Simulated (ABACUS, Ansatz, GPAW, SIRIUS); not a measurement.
Cu: 5 runs at one level of theory

```xyz
2
Lattice="1.2185 -3.9764 0.0000 1.2185 3.9764 0.0000 0.0000 0.0000 2.4755" Properties=species:S:1:pos:R:3 pbc="T T T"
Cu    1.2185   -2.9118    1.8566
Cu    1.2185    2.9118    0.6189
```

This isn't the form of Cu at room conditions, which is fcc.

Alike in all runs: task single point; functional PBEsol; k mesh 11 × 11 × 11; occupations fermi-dirac, width 0.05 eV; no spin polarisation; no spin-orbit coupling. Pressure is positive in compression and, in plane waves, holds the error of the finite cutoff, which Ansatz's Pulay term estimates and takes out.

```tsv
program and potentials	plane-wave cutoff (eV)	notes	pressure (GPa)
Ansatz, Ansatz PAW	420	potentials made for PBE, which Ansatz adapts in part; 19 valence electrons an atom on average; Pulay term of +0.11 GPa included	-1.53
GPAW, PAW data sets generated for this functional	600	11 valence electrons an atom on average	0.28
Ansatz, all-electron LAPW, scalar-relativistic	-	-	-1.53
ABACUS, PseudoDojo NC SR 0.4.1 PBEsol standard, plane waves	1252	19 valence electrons an atom on average	-1.74
SIRIUS, PseudoDojo 0.4.1 PBEsol standard (scalar relativistic)	1254	19 valence electrons an atom on average	?
```

Task: Estimate from the other rows what the run with SIRIUS, PseudoDojo 0.4.1 PBEsol standard (scalar relativistic) gave.

Result: Pressure -1.73 GPa. The other rows, which needn't bracket it: pressure -1.74 to 0.28.
